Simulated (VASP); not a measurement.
# V: intraband terms of a metal's spectrum

V, Im-3m (no. 229), 1 atom in the cell. PBE, independent-particle dielectric function; PAW potentials V_sv (PBE set).

## Input

INCAR.step1:
```
PREC = Accurate
ENCUT = 310
ISMEAR = 1
SIGMA = 0.1
EDIFF = 1E-7
LASPH = T
KPAR = 4
LWAVE = F
LCHARG = T
ISPIN = 2
MAGMOM = 2
LMAXMIX = 4
```

INCAR.step2:
```
PREC = Accurate
ENCUT = 310
ISMEAR = 0
SIGMA = 0.3
EDIFF = 1E-6
LASPH = T
KPAR = 4
LWAVE = T
LCHARG = F
ISPIN = 2
MAGMOM = 2
LMAXMIX = 4
ICHARG = 11
NBANDS = 20
NEDOS = 3000
OMEGAMAX = 30
CSHIFT = 0.1
```

INCAR.step3, as INCAR.step2 but for:
```
- LWAVE = T
+ LWAVE = F
+ LOPTICS = T
+ ALGO = None
+ NELM = 1
+ ISTART = 1
```

INCAR.step4, as INCAR.step3 but for:
```
+ WPLASMAI = 0.03
```

INCAR.step5 to INCAR.step6 change the same tag again: WPLASMAI = 0.1, 0.3.

INCAR.step7, as INCAR.step6 but for:
```
- WPLASMAI = 0.3
+ RTIME = 1
```

INCAR.step8, as INCAR.step7 but for:
```
- RTIME = 1
+ RTIME = 5
```

INCAR.step9, as INCAR.step8 but for:
```
- RTIME = 5
+ LNABLA = T
```

INCAR.step10, as INCAR.step9 but for:
```
- ISMEAR = 0
- LNABLA = T
+ ISMEAR = -5
```

KPOINTS.step1:
```
k-points
0
Gamma
  12 12 12
```

KPOINTS.step2:
```
k-points
0
Gamma
  19 19 19
```

POSCAR:
```
V
1.0
   -1.5143500000      1.5143500000      1.5143500000
    1.5143500000     -1.5143500000      1.5143500000
    1.5143500000      1.5143500000     -1.5143500000
V
1
Direct
    0.0000000000      0.0000000000      0.0000000000
```

Commands (each step's output is kept before the next begins):
```
cat potpaw_PBE.64/V_sv/POTCAR > POTCAR
cp INCAR.step1 INCAR
cp KPOINTS.step1 KPOINTS
mpirun -np 4 vasp_std > vasp.out
cp INCAR.step2 INCAR
cp KPOINTS.step2 KPOINTS
mpirun -np 4 vasp_std > vasp.out
cp INCAR.step3 INCAR
mpirun -np 4 vasp_std > vasp.out
cp INCAR.step4 INCAR
mpirun -np 4 vasp_std > vasp.out
cp INCAR.step5 INCAR
mpirun -np 4 vasp_std > vasp.out
cp INCAR.step6 INCAR
mpirun -np 4 vasp_std > vasp.out
cp INCAR.step7 INCAR
mpirun -np 4 vasp_std > vasp.out
cp INCAR.step8 INCAR
mpirun -np 4 vasp_std > vasp.out
cp INCAR.step9 INCAR
mpirun -np 4 vasp_std > vasp.out
cp INCAR.step10 INCAR
mpirun -np 4 vasp_std > vasp.out
```

## Result

- Bands: 20

One ground state, settings moved in the last step alone:

| Settings | Plasma frequency (eV) | Im ε at 0.5 eV | Im ε at 1 eV | Im ε at 2 eV | Im ε at 4 eV | Time (s) |
|---|---|---|---|---|---|---|
| interband part alone | 7.46 | 19.8 | 16.1 | 22.8 | 16.6 | 12 |
| Drude term, WPLASMAI 0.03 | 7.46 | 33.1 | 17.7 | 23.0 | 16.7 | 13 |
| Drude term, WPLASMAI 0.1 | 7.46 | 62.7 | 21.6 | 23.5 | 16.7 | 12 |
| Drude term, WPLASMAI 0.3 | 7.46 | 118.1 | 31.4 | 24.9 | 16.9 | 13 |
| relaxation time RTIME 1 fs | 7.46 | 127.1 | 41.6 | 27.0 | 17.2 | 12 |
| relaxation time RTIME 5 fs | 7.46 | 74.7 | 23.3 | 23.7 | 16.8 | 12 |
| transversal form (LNABLA) | 6.31 | 16.0 | 13.1 | 18.1 | 11.8 | 12 |
| tetrahedron method | – | – | – | – | – | no result |

VASP 6.6.1 took 115 s on 4 cores (Intel Xeon Platinum 8259CL @ 2.50GHz (Skylake/Cascade Lake)), a shared host.
